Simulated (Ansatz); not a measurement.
SrO built on the h-MgO prototype, relaxed with r2SCAN: 4 runs in Ansatz, each a construction of maximally localised Wannier functions. It is hexagonal, P6_3/mmc (No. 194); a = 4.270 Å, c = 5.144 Å in the conventional setting, 20.31 Å³ an atom. Sr is surrounded by 5 O at 2.47–2.57 Å; O is surrounded by 5 Sr at 2.47–2.57 Å. These are computed values for a spin-unpolarised cell that may be hypothetical; none is a measurement.

```
Sr O
1.0
     4.27003    0.00000    0.00000
    -2.13501    3.69795    0.00000
     0.00000    0.00000    5.14446
Sr O
2 2
Direct
  0.33333 0.66667 0.25000
  0.66667 0.33333 0.75000
  0.66667 0.33333 0.25000
  0.33333 0.66667 0.75000
```

Windows count from the top of the filled bands; a dash means that no such window was set (without an outer window there is no disentanglement).

| functional | SCF mesh | trial orbitals | functions | mesh | window (eV) | frozen (eV) | Ω total (Å²) | Ω invariant (Å²) | largest spread (Å²) | least projectability | interpolation miss of the model's filled bands (eV, to the nearest computed level) |
| --- | --- | --- | --- | --- | --- | --- | --- | --- | --- | --- | --- |
| PBE | 6×6×4 | O p | 6 | 6×6×4 | – | – | 8.09 | 8.04 | 1.37 | 0.88 | 0.013 |
| r2SCAN | 6×6×4 | O s, O p | 8 | 6×6×4 | – | – | 12.20 | 11.67 | 1.54 | 0.54 | 0.030 |
| r2SCAN | 6×6×4 | O p | 6 | 6×6×4 | – | – | 7.82 | 7.78 | 1.33 | 0.89 | 0.010 |
| HSE06 | 6×6×4 | O s, O p | 8 | 6×6×4 | – | – | 11.70 | 11.19 | 1.47 | 0.57 | – |
